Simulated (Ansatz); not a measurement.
Input and command of a plane-wave DFT calculation in Ansatz:

```yaml
crystal:
  lattice:
    - [3.1806, 0.0, 0.0]
    - [0.0, 3.1806, 0.0]
    - [0.0, 0.0, 2.8272]
  atoms:
    - { symbol: Zn, position: [0.5, 0.5, 0.5] }
    - { symbol: Cu, position: [0.0, 0.0, 0.0] }
basis:
  ecutwfc: 420
kpoints:
  mp_grid: { grid: [16, 16, 16] }
hamiltonian:
  xc: pbesol
scf:
  occupations: { method: gaussian, width: 0.15 }
output:
  forces: true
  stress: true
  eigenvalues: true
```

```bash
ansatz run input.yaml --threads 1 --pin off --max-ram 2560MiB --backend cpu --events-out ev --progress --plain --runs-dir out
```

Processor: Arm Neoverse V1, 1 thread, on a host shared with other jobs.

How long does it run, and how much memory does it take?

About 12 s on 1 thread of Arm Neoverse V1, on a shared host, peak memory 0.47 GiB. It solves 20 bands at 405 k points (the mesh reduced by symmetry) with about 545 plane waves, in 6 SCF iterations.
